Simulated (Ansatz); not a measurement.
Computed with DFT PBE, scalar-relativistic, plane waves, PAW (Ansatz 0.2.0). All cells share a 420 eV cutoff and Γ-centred k meshes spaced at most about 0.3 Å⁻¹ (about 0.25 or finer for metals, 2π included). No spin polarisation in the final relaxations.

Temperature and zero-point effects are left out.

Compare these two cells of Ge, each relaxed at this level.

A. Space group Pm-3m (No. 221), cubic, a = 2.711 Å. Ge has 6 Ge at 2.71 Å.

B. Space group P4_2/m (No. 84), tetragonal, a = 4.222 Å, c = 7.426 Å. Ge on a site of symmetry -4 is surrounded by 4 Ge at 2.53 Å; Ge on a site of symmetry m has 4 Ge at 2.53–2.60 Å.

Question: Which form is favoured at zero pressure, and by what margin per atom?

Answer: B is lower, by 24 meV/atom. A has the simple cubic type, space group Pm-3m (No. 221), 19.9 Å³/atom and no gap on its mesh; B has space group P4_2/m (No. 84), 22.1 Å³/atom and no gap. Counting all near atoms (those within 1.25 times the shortest such distance or 1.15 times the sum of covalent radii), A has Ge 6 and B has Ge 4. The lower one is the more open, so pressure narrows the difference. Both come from invented guesses. A third cell relaxed alike, in P6_3/mmc, lies 218 meV/atom below the lower of the two. The part of the Crystallography Open Database at hand lists Ge in space groups No. 64, 96, 227; no cell shown has one of them.

The zero gap of P4_2/m may come from the functional, which often closes small gaps. Cells relaxed within their symmetry can be saddle points.
